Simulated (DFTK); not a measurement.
# Hf (Im-3m) in DFTK: notebook, part 2 of 2

DFTK 0.8.2.

## (3) Band structure, TM

run.jl

```julia
using DFTK
using PseudoPotentialData
using Unitful, UnitfulAtomic
using LinearAlgebra, Printf
include("save.jl")
disable_threading()

lines     = readlines("Hf.xyz")
cell_ang  = reshape(parse.(Float64, split(match(r"Lattice=\"([^\"]+)\"", lines[2])[1])), 3, 3)
lattice   = austrip(1u"Å") * cell_ang
symbols   = [Symbol(split(l)[1]) for l in lines[3:end]]
positions = [round.(cell_ang \ parse.(Float64, split(l)[2:4]); digits=9) for l in lines[3:end]]
pseudopotentials = Dict(:Hf => "Hf.upf")
elements = Dict(s => ElementPsp(s, pseudopotentials; rcut=10.0) for s in unique(symbols))
atoms    = [elements[s] for s in symbols]

build_model(lattice, positions; symmetries=true) =
    model_DFT(lattice, atoms, positions;
              functionals=[:mgga_x_tm, :mgga_c_tm],
              temperature=austrip(0.05u"eV"),
              smearing=Smearing.FermiDirac(),
              symmetries)
Ecut  = 45.0  # hartree
kgrid = [8, 8, 8]
tol   = 1e-6
to_GPa = ustrip(uconvert(u"GPa", 1u"hartree/bohr^3"))

model = build_model(lattice, positions)
basis = PlaneWaveBasis(model; Ecut, kgrid)
display(basis)
scfres = self_consistent_field(basis;
                               tol,
                               nbandsalg=AdaptiveBands(model; n_bands_converge=18),
                               solver=ScfAndersonSolver())
display(scfres.energies)
@printf "Fermi level: %.6f eV\n" ustrip(auconvert(u"eV", something(scfres.εF, NaN)))
forces = compute_forces_cart(scfres)
println("Forces (eV/Å)")
for (s, f) in zip(symbols, forces)
    @printf "%-3s %12.6f %12.6f %12.6f\n" s ustrip.(auconvert.(u"eV/Å", f))...
end
stress = compute_stresses_cart(scfres)
println("Stress (GPa)")
display(round.(stress * to_GPa; digits=4))
println("Levels at the first k-point (eV): ", round.(ustrip.(auconvert.(u"eV", scfres.eigenvalues[1][1:scfres.n_bands_converge])); digits=4))
save_scf!(scfres; forces, stress)

points = Dict("G" => [0.0, 0.0, 0.0], "H" => [0.5, -0.5, 0.5], "P" => [0.25, 0.25, 0.25], "N" => [0.0, 0.0, 0.5])
segments = [("G", "H", 10), ("H", "N", 7), ("N", "G", 7), ("G", "P", 8), ("P", "H", 8), ("P", "N", 5)]
kcoords = vcat([[points[a] + t * (points[b] - points[a]) for t in range(0, 1, n)] for (a, b, n) in segments]...)
bands = compute_bands(scfres, ExplicitKpoints(kcoords); n_bands=20, tol=1e-5)
for (k, ε) in zip(bands.basis.kpoints, bands.eigenvalues)
    @printf "%d %8.4f %8.4f %8.4f " k.spin k.coordinate...
    println(join([@sprintf("%9.4f", e) for e in ustrip.(auconvert.(u"eV", ε .- scfres.εF))]))
end
results["band_energies"] = rows(bands.eigenvalues); results["band_kpoints"] = rows(kcoords)
```

Hf.xyz

```xyz
1
Lattice="-1.8050000000 1.8050000000 1.8050000000 1.8050000000 -1.8050000000 1.8050000000 1.8050000000 1.8050000000 -1.8050000000" Properties=species:S:1:pos:R:3 pbc="T T T"
Hf     0.0000000000      0.0000000000      0.0000000000
```

Potentials or basis: in-house norm-conserving set (r2SCAN, scalar relativistic).

The run is started by

```bash
> julia --threads=1 run.jl  # save.jl only writes the numbers to a file and isn't shown; printed stress counts tension as positive; times include loading and compiling
```

Log:

```text
[... set-up lines left out ...]
n     Energy            log10(ΔE)   log10(Δρ)   log10(Δτ)   Diag   Δtime
---   ---------------   ---------   ---------   ---------   ----   ------
  1   +548.1370633366                    1.10        2.45   43.2    49.8s
┌ Warning: χ0-mixing GMRES not converged.
└ @ DFTK mixing.jl:350
  2   -457.8345277600        3.00        1.06        2.33   15.1    33.6s
┌ Warning: χ0-mixing GMRES not converged.
└ @ DFTK mixing.jl:350
  3   -462.0824503082        0.63        1.02        2.04    6.1    13.7s
┌ Warning: χ0-mixing GMRES not converged.
└ @ DFTK mixing.jl:350
  4   -471.2490611515        0.96        0.92        1.62   19.8    20.4s
┌ Warning: χ0-mixing GMRES not converged.
└ @ DFTK mixing.jl:350
  5   -471.1913322078   +   -1.24        0.93        1.63    5.8    8.59s
  6   -480.9342677228        0.99        0.63        0.88    7.4    13.0s
┌ Warning: Exchange-correlation term: the kinetic energy density τ is smaller than the von Weizsäcker kinetic energy density τ_W somewhere. This can lead to unphysical results. This can be caused by pseudopotentials without a non-linear core correction for τ, a too small Ecut value or an unphysical initial guess for τ. This message is only logged once.
└ @ DFTK xc.jl:436
  7   -487.3084297399        0.80        0.56       15.07    5.3    12.1s
  8   -476.9993141067   +    1.01        0.71        1.11    5.3    14.7s
  9   -477.4685741073       -0.33        0.70        1.09    2.8    8.71s
 10   -472.2935897955   +    0.71        0.82        1.35    9.3    15.2s
┌ Warning: χ0-mixing GMRES not converged.
└ @ DFTK mixing.jl:350
 11   -466.1539003045   +    0.79        0.92        1.50   10.4    15.1s
┌ Warning: χ0-mixing GMRES not converged.
└ @ DFTK mixing.jl:350
 12   -124.2839875882   +    2.53        1.29       14.76   26.0    48.4s
┌ Warning: χ0-mixing GMRES not converged.
└ @ DFTK mixing.jl:350
 13   -184.5564146847        1.78        1.31       15.04   18.9    40.6s
┌ Warning: χ0-mixing GMRES not converged.
└ @ DFTK mixing.jl:350
 14   -37.13895770526   +    2.17        1.25       14.53   10.0    25.0s
┌ Warning: χ0-mixing GMRES not converged.
└ @ DFTK mixing.jl:350
 15   -83.46605279335        1.67        1.25       14.65    9.0    23.1s
┌ Warning: χ0-mixing GMRES not converged.
└ @ DFTK mixing.jl:350
 16   -86.71721182778        0.51        1.22       13.74    6.8    18.2s
┌ Warning: χ0-mixing GMRES not converged.
└ @ DFTK mixing.jl:350
 17   -463.4203219437        2.58        0.96       10.89   55.1    51.3s
┌ Warning: χ0-mixing GMRES not converged.
└ @ DFTK mixing.jl:350
 18   -463.7884392712       -0.43        0.97       11.52   12.7    16.5s
 19   -471.1768060723        0.87        0.85       11.46   11.9    17.4s
 20   -472.7795822342        0.20        0.80        1.25    6.1    12.3s
[... 18 lines left out ...]
 37   -487.4360362653        0.08        0.28       12.23    3.2    10.8s
 38   -489.2439993542        0.26       -0.01       12.73    4.4    11.7s
 39   -488.9704809643   +   -0.56        0.02       12.79    3.9    10.8s
 40   -489.4743599077       -0.30       -0.03       13.02    5.8    15.9s
 41   -489.7268442081       -0.60       -0.48       13.01    4.2    11.8s
 42   -489.7274072508       -3.25       -0.59       12.74    4.1    12.7s
 43   -489.6338896532   +   -1.03       -0.36       12.86    4.7    12.8s
 44   -489.7293772367       -1.02       -0.74       12.70    4.2    14.5s
 45   -489.7369428269       -2.12       -1.06       12.70    3.9    11.8s
 46   -489.7322161285   +   -2.33       -1.01       -0.37    3.0    10.5s
 47   -489.7263888162   +   -2.23       -0.82       -1.23    2.7    8.78s
 48   -489.7413834702       -1.82       -1.64       -1.44    3.0    8.82s
 49   -489.7419779138       -3.23       -2.13       -1.94    2.0    7.18s
 50   -489.7419995182       -4.67       -2.48       -1.97    2.0    7.46s
 51   -489.7419966223   +   -5.54       -2.53       -2.48    1.8    6.77s
 52   -489.7420009871       -5.36       -3.44       -2.92    1.1    5.79s
 53   -489.7420012878       -6.52       -3.29       -2.21    3.0    8.86s
 54   -489.7420013069       -7.72       -3.55       -2.54    1.4    6.32s
 55   -489.7420013257       -7.73       -4.25       -3.59    1.0    6.40s
 56   -489.7420013285       -8.54       -4.30       -3.24    2.0    7.20s
 57   -489.7420013294       -9.05       -4.85       -3.75    1.2    5.84s
 58   -489.7420013296       -9.89       -5.24       -4.15    2.1    7.34s
 59   -489.7420013296      -11.09       -5.92       -4.88    1.1    5.88s
 60   -489.7420013296      -11.87       -6.25       -5.16    2.1    7.58s
Energy breakdown (in Ha):
    Kinetic             149.1010088
    AtomicLocal         -203.5857234
    AtomicNonlocal      -76.8047288
    Ewald               -180.3103046
    PspCorrection       9.8064207
    Hartree             79.0845679
    Xc                  -267.0326568
    Entropy             -0.0005851

    total               -489.742001329565
Fermi level: 8.825612 eV
Forces (eV/Å)
Hf     -0.000000    -0.000000    -0.000000
Stress (GPa)
3×3 StaticArraysCore.SMatrix{3, 3, Float64, 9} with indices SOneTo(3)×SOneTo(3):
  9.2703  -0.0     -0.0
 -0.0      9.2703  -0.0
 -0.0     -0.0      9.2703
Levels at the first k-point (eV): [-52.5524, -21.0348, -21.0348, -21.0348, -1.775, -1.775, -1.775, -1.6958, -1.6958, -1.6958, -1.6778, 2.1391, 10.3258, 10.3258, 10.3258, 12.9755, 12.9755, 21.5901]
1   0.0000   0.0000   0.0000  -61.3780 -29.8604 -29.8604 -29.8604 -10.6006 -10.6006 -10.6006 -10.5214 -10.5214 -10.5214 -10.5034  -6.6865   1.5002   1.5002   1.5002   4.1499   4.1499  12.7645  12.7645  12.7645
1   0.0556  -0.0556   0.0556  -61.3747 -29.8906 -29.8746 -29.8746 -10.5988 -10.5972 -10.5972 -10.5245 -10.5222 -10.5222 -10.5077  -6.4731   1.4552   1.4552   1.6083   3.7601   4.2816  13.1545  13.1545  13.1789
1   0.1111  -0.1111   0.1111  -61.3654 -29.9716 -29.9155 -29.9155 -10.5940 -10.5883 -10.5883 -10.5334 -10.5250 -10.5250 -10.5202  -5.8585   1.3739   1.3739   1.9278   2.8122   4.6294  14.1661  14.2458  14.2458
1   0.1667  -0.1667   0.1667  -61.3514 -30.0792 -29.9791 -29.9791 -10.5859 -10.5753 -10.5753 -10.5451 -10.5385 -10.5293 -10.5293  -4.9192   1.3714   1.3714   1.6597   2.4440   5.0060  13.5536  15.3099  15.7770
1   0.2222  -0.2222   0.2222  -61.3348 -30.1856 -30.0582 -30.0582 -10.5746 -10.5613 -10.5613 -10.5597 -10.5565 -10.5346 -10.5346  -3.7902   0.5228   1.5539   1.5539   3.1296   5.0222  12.2633  16.3754  16.5560
1   0.2778  -0.2778   0.2778  -61.3180 -30.2694 -30.1437 -30.1437 -10.5805 -10.5647 -10.5606 -10.5510 -10.5510 -10.5378 -10.5378  -2.7064  -0.4872   1.9908   1.9908   3.9408   4.5573  12.4601  14.9521  14.9521
[... 37 lines left out ...]
1   0.0625   0.0625   0.4375  -61.3224 -30.5303 -30.1068 -29.8889 -10.5869 -10.5860 -10.5739 -10.5443 -10.5296 -10.5275 -10.5182  -2.8873  -0.5075   0.6757   4.1233   4.9538   7.5997   9.1613  10.4392  13.4220
1   0.0000   0.0000   0.5000  -61.3229 -30.5570 -30.0892 -29.8629 -10.5899 -10.5870 -10.5757 -10.5438 -10.5290 -10.5256 -10.5138  -3.1681  -0.4263   0.8957   3.9968   4.9327   7.2297   9.8007  10.0964  13.6400
```

Wall time 17 min (1 thread of Intel Xeon 6975P-C (Granite Rapids), shared host); peak memory 1.7 GiB.

What came out:

| Item | Value |
| --- | --- |
| Free energy | -13326.5588 eV |
| Pressure | -9.3 GPa |
| Band gap on the k mesh | none (metal or under the smearing width) |

Levels at the corners of the path, in eV from the Fermi level:
```
point  band 11  band 12  band 13  band 14  band 15  band 16
    Γ   -10.50    -6.69     1.50     1.50     1.50     4.15
    H   -10.52    -2.42    -2.42     6.45     6.45     6.45
    N   -10.51    -3.17    -0.43     0.90     4.00     4.93
    Γ   -10.50    -6.69     1.50     1.50     1.50     4.15
    P   -10.55    -0.64    -0.64    -0.64     5.08     5.08
    H   -10.52    -2.42    -2.42     6.45     6.45     6.45
    P   -10.55    -0.64    -0.64    -0.64     5.08     5.08
    N   -10.51    -3.17    -0.43     0.90     4.00     4.93
```

Caveat: the program warned that the kinetic-energy density falls under its von Weizsäcker bound, which can give unphysical results; the potentials were made for another functional, which shifts forces and pressure; spin-orbit coupling is left out, which moves the levels of the heavy elements.

## (4) Band structure, TASK

run.jl, as its differences from that of step 3:

```diff
@@ -18,3 +18,3 @@
     model_DFT(lattice, atoms, positions;
-              functionals=[:mgga_x_tm, :mgga_c_tm],
+              functionals=[:mgga_x_task, :lda_c_pw],
               temperature=austrip(0.05u"eV"),
@@ -23,3 +23,3 @@
 Ecut  = 45.0  # hartree
-kgrid = [8, 8, 8]
+kgrid = [7, 7, 7]
 tol   = 1e-6
@@ -32,4 +32,3 @@
                                tol,
-                               nbandsalg=AdaptiveBands(model; n_bands_converge=18),
-                               solver=ScfAndersonSolver())
+                               nbandsalg=AdaptiveBands(model; n_bands_converge=18))
 display(scfres.energies)
```

Hf.xyz is that of step 3.

Potentials or basis: in-house norm-conserving set (r2SCAN, scalar relativistic).

The run is started by

```bash
> julia --threads=1 run.jl  # save.jl only writes the numbers to a file and isn't shown; printed stress counts tension as positive; times include loading and compiling
```

Log:

```text
[... set-up lines left out ...]
n     Energy            log10(ΔE)   log10(Δρ)   log10(Δτ)   Diag   Δtime
---   ---------------   ---------   ---------   ---------   ----   ------
  1   -516.1348950051                   -1.05        1.66    5.5    33.6s
  2   -516.1750860228       -1.40       -1.23       -0.04    3.0    22.2s
  3   -516.1775155773       -2.61       -1.41       -1.17    2.5    16.9s
  4   -516.1793108682       -2.75       -1.75       -0.79    2.1    17.4s
  5   -516.1793832574       -4.14       -2.26       -1.92    1.2    13.8s
  6   -516.1794097142       -4.58       -2.74       -2.08    2.9    16.6s
  7   -516.1794135043       -5.42       -2.93       -2.85    2.4    17.8s
  8   -516.1794139822       -6.32       -3.56       -2.56    1.9    18.7s
  9   -516.1794140258       -7.36       -4.22       -2.86    2.5    22.5s
 10   -516.1794140305       -8.32       -4.41       -3.92    2.0    20.2s
 11   -516.1794140313       -9.09       -4.88       -4.71    2.1    14.8s
 12   -516.1794140314      -10.11       -5.38       -4.45    2.1    20.5s
 13   -516.1794140314      -10.87       -5.37       -4.72    2.1    19.9s
 14   -516.1794140314      -11.94       -5.92       -5.50    1.0    17.8s
 15   -516.1794140314      -12.34       -6.87       -5.25    2.0    18.5s
Energy breakdown (in Ha):
    Kinetic             152.9130181
    AtomicLocal         -207.1148666
    AtomicNonlocal      -79.0553496
    Ewald               -180.3103046
    PspCorrection       9.8064207
    Hartree             81.8408950
    Xc                  -294.2588504
    Entropy             -0.0003767

    total               -516.179414031425
Fermi level: 8.537240 eV
Forces (eV/Å)
Hf     -0.000000     0.000000    -0.000000
Stress (GPa)
3×3 StaticArraysCore.SMatrix{3, 3, Float64, 9} with indices SOneTo(3)×SOneTo(3):
 -0.0076  -0.0      0.0
  0.0     -0.0076  -0.0
 -0.0      0.0     -0.0076
Levels at the first k-point (eV): [-57.4264, -24.4366, -24.4366, -24.4366, -4.001, -4.001, -4.001, -3.9192, -3.9192, -3.9192, -3.9188, 0.8153, 10.4872, 10.4872, 10.4872, 13.1321, 13.1321, 23.0817]
1   0.0000   0.0000   0.0000  -65.9636 -32.9738 -32.9738 -32.9738 -12.5382 -12.5382 -12.5382 -12.4565 -12.4565 -12.4565 -12.4561  -7.7219   1.9500   1.9500   1.9500   4.5949   4.5949  14.5445  14.5445  14.5445
1   0.0556  -0.0556   0.0556  -65.9597 -33.0061 -32.9880 -32.9880 -12.5366 -12.5350 -12.5350 -12.4600 -12.4595 -12.4572 -12.4572  -7.4875   1.8891   1.8891   2.0631   4.1776   4.7344  14.9100  14.9702  14.9702
1   0.1111  -0.1111   0.1111  -65.9487 -33.0924 -33.0294 -33.0294 -12.5320 -12.5264 -12.5264 -12.4712 -12.4678 -12.4596 -12.4596  -6.8118   1.7694   1.7694   2.3969   3.1455   5.1029  15.7655  16.1413  16.1413
1   0.1667  -0.1667   0.1667  -65.9322 -33.2064 -33.0936 -33.0936 -12.5243 -12.5140 -12.5140 -12.4877 -12.4788 -12.4635 -12.4635  -5.7773   1.7246   1.7246   1.8688   2.9336   5.5093  15.3850  16.7325  17.6609
1   0.2222  -0.2222   0.2222  -65.9129 -33.3176 -33.1739 -33.1739 -12.5135 -12.5069 -12.5003 -12.5003 -12.4894 -12.4686 -12.4686  -4.5289   0.5949   1.8777   1.8777   3.6414   5.5730  13.8761  17.6260  17.9837
1   0.2778  -0.2778   0.2778  -65.8933 -33.4029 -33.2611 -33.2611 -12.5260 -12.5001 -12.4969 -12.4884 -12.4884 -12.4735 -12.4735  -3.3141  -0.5444   2.3082   2.3082   4.4692   5.1547  13.9190  16.1461  16.1461
[... 37 lines left out ...]
1   0.0625   0.0625   0.4375  -65.8978 -33.6756 -33.2241 -33.0056 -12.5289 -12.5233 -12.5069 -12.4845 -12.4693 -12.4638 -12.4571  -3.1812  -0.3390   0.2434   4.6528   5.4493   8.0561  10.2200  11.6798  14.9310
1   0.0000   0.0000   0.5000  -65.8985 -33.7038 -33.2046 -32.9788 -12.5290 -12.5271 -12.5087 -12.4842 -12.4688 -12.4621 -12.4531  -3.4836  -0.2150   0.4316   4.5251   5.4275   7.6843  10.7398  11.3298  15.5474
```

Run time: 12 min. Hardware: 1 thread of Intel Xeon at 2.50GHz (Skylake/Cascade Lake), shared host; peak memory 1.6 GiB.

Results:

```
Free energy            : -14045.9574 eV
Pressure               : 0.0 GPa
Band gap on the k mesh : none (metal or under the smearing width)
```

Levels at the corners of the path, in eV from the Fermi level:
```tsv
point	band 11	band 12	band 13	band 14	band 15	band 16
Γ	-12.46	-7.72	1.95	1.95	1.95	4.59
H	-12.46	-2.73	-2.73	6.93	6.93	6.93
N	-12.45	-3.48	-0.22	0.43	4.53	5.43
Γ	-12.46	-7.72	1.95	1.95	1.95	4.59
P	-12.48	-0.82	-0.82	-0.82	5.58	5.58
H	-12.46	-2.73	-2.73	6.93	6.93	6.93
P	-12.48	-0.82	-0.82	-0.82	5.58	5.58
N	-12.45	-3.48	-0.22	0.43	4.53	5.43
```

Caveat: the potentials were made for another functional, which shifts forces and pressure; spin-orbit coupling is left out, which moves the levels of the heavy elements.

## (5) The reference run

An earlier run on the cell as given: functional PBEsol; potentials or basis dojo.nc.sr.pbesol.v0_4_1.standard.upf (PBEsol); cutoff 952 eV; k mesh 10 × 10 × 10; occupations fermi-dirac, width 0.05 eV; no spin polarisation.

- Pressure: -8.7 GPa
- Band gap on the k mesh: none (metal or under the smearing width)

## (6) Overview

| level | potentials or basis | k mesh | SCF solver | gap on the mesh (eV) | pressure (GPa) |
| --- | --- | --- | --- | --- | --- |
| M06-L | SG15 1.2 (PBE) | 8 × 8 × 8 | ScfAndersonSolver | none | -15.3 |
| TM | in-house norm-conserving set (r2SCAN, scalar relativistic) | 8 × 8 × 8 | ScfAndersonSolver | none | -9.3 |
| TASK | in-house norm-conserving set (r2SCAN, scalar relativistic) | 7 × 7 × 7 | - | none | 0.0 |

Alike in all rows: task band structure; no spin polarisation; cell as given; cutoff (eV) 1225; smearing fermi-dirac 0.05 eV.

Caveats: the potentials were made for another functional, which shifts forces and pressure; spin-orbit coupling is left out, which moves the levels of the heavy elements; the program warned that the kinetic-energy density falls under its von Weizsäcker bound, which can give unphysical results (some runs); so large a pressure means that the cell lies far from this level's equilibrium, or that cutoff or potentials fall short (some runs).

Absolute energies hang on the potentials; compare differences alone.
